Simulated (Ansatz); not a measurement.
# Mo (hcp)

The computed numbers are results of PBE, scalar-relativistic (no spin polarisation) in the plane-wave PAW code Ansatz at 420 eV, Γ-centred 18×18×10 mesh, 0.05 eV Gaussian smearing; PAW files: Ansatz's generated set soft_2.

```cif
data_structure
_symmetry_space_group_name_H-M 'P 1'
_symmetry_Int_Tables_number 1
_cell_length_a 2.7562
_cell_length_b 2.7562
_cell_length_c 4.8997
_cell_angle_alpha 90.000
_cell_angle_beta 90.000
_cell_angle_gamma 120.000
_cell_volume 32.23
loop_
_atom_site_label
_atom_site_type_symbol
_atom_site_fract_x
_atom_site_fract_y
_atom_site_fract_z
_atom_site_occupancy
Mo1 Mo 0.33333 0.66667 0.75000 1
Mo2 Mo 0.66667 0.33333 0.25000 1
```

At room temperature and ambient pressure Mo is bcc.

The cell is relaxed to zero pressure at this level.

Path: Γ–M–K–Γ–A–L–H–A | L–M | H–K, with Γ = (0.000, 0.000, 0.000), M = (0.500, 0.000, 0.000), K = (0.333, 0.333, 0.000), A = (0.000, 0.000, 0.500), L = (0.500, 0.000, 0.500), H = (0.333, 0.333, 0.500) in reciprocal vectors of the calculation's cell.

Q: Is it a metal or an insulator, and if it has a gap, where are the band edges on this path?

A: A metal: bands cross the Fermi level.

Levels between -6 and 6 eV from the Fermi level at the path's named points:
```tsv
point	below E_F (eV)	above E_F (eV)
Γ	-4.72 -1.73 -0.66 -0.66 -0.17 -0.17	0.56 1.43 1.43 3.33 3.33
M	-4.61 -4.16 -4.09 -1.19 -0.41 -0.34 -0.23	3.62 4.42 4.66 5.80
K	-3.78 -2.33 -2.33 -2.04 -1.45 -1.45	0.22 2.42 2.56 2.56
A	-5.15 -5.15 -1.91 -1.91 -0.62 -0.62 -0.62 -0.62	2.68 2.68 2.68 2.68
L	-4.69 -4.69 -3.29 -3.29	1.22 1.22 1.75 1.75 4.55 4.55 4.58 4.58
H	-3.06 -3.06 -2.57 -2.57 -1.13 -1.13	0.37 0.37 3.39 3.39
```
